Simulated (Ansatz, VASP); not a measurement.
One calculation of NaF (Villiaumite), two programs

File INCAR:

```
SYSTEM = NaF
PREC = Accurate
ENCUT = 520
EDIFF = 1E-7
ISMEAR = -1
SIGMA = 0.05
LREAL = .False.
LASPH = .True.
NELM = 100
ALGO = Normal
ISIF = 2
LWAVE = .False.
LCHARG = .False.
GGA = PE
NBANDS = 14
```

Contents of KPOINTS:

```
regular mesh
0
Gamma
  10 10 10
  0 0 0
```

Contents of POSCAR:

```
NaF
1.0
    0.0000000000      2.3200000000      2.3200000000
    2.3200000000      0.0000000000      2.3200000000
    2.3200000000      2.3200000000      0.0000000000
Na F
1 1
Direct
   -0.0046440000      0.0073970000      0.0091130000
    0.4993530000      0.5032590000      0.4873860000
```

Contents of input.yaml:

```yaml
crystal:
  lattice:
    - [0.0, 2.32, 2.32]
    - [2.32, 0.0, 2.32]
    - [2.32, 2.32, 0.0]
  atoms:
    - { symbol: Na, position: [-0.004644, 0.007397, 0.009113] }
    - { symbol: F, position: [0.499353, 0.503259, 0.487386] }
hamiltonian:
  xc: pbe
  pseudopotentials: { kind: paw }
kpoints:
  mp_grid: { grid: [10, 10, 10] }
scf:
  occupations: { method: fermi_dirac, width: 0.05 }
output:
  forces: true
  stress: true
  eigenvalues: true
  write_density: true
  write_potential: true
  elf: true
  volumetric_format: npy
```

Change from the starting cell: atoms moved at random, drawn with an rms of 0.05 Å.

Alike in both runs: task single point; functional PBE; k mesh 10 × 10 × 10; occupations fermi-dirac, width 0.05 eV; no spin polarisation.

|  | VASP | Ansatz |
| --- | --- | --- |
| version | VASP 6.6.1 | Ansatz 0.2.0 |
| potentials or method | VASP PAW PBE potentials, release 64 (Na_pv, F) | Ansatz PAW |
| plane-wave cutoff (eV) | 520 | 420 |
| valence electrons in the cell | 14 | 16 |

Ansatz gave:

```
gap on the k mesh at the Fermi level (eV)       : 6.29
least direct gap on the mesh (eV)               : 6.29
pressure (GPa)                                  : 2.1
largest component of the traceless stress (GPa) : 0.21
rms of the force components (eV/Å)              : 0.098
```

Question: Which values does VASP return?

Answer: gap on the k mesh at the Fermi level (eV): 6.28; least direct gap on the mesh (eV): 6.28; pressure (GPa): 2.0; largest component of the traceless stress (GPa): 0.22; rms of the force components (eV/Å): 0.101.

Atom by atom the forces differ by 0.003 eV/Å (rms over components). The two sets of potentials don't hold the same shells in valence.

Caveats: the pressure holds a Pulay correction of +0.5 GPa for the finite cutoff (Ansatz). A k mesh can miss the band edges.
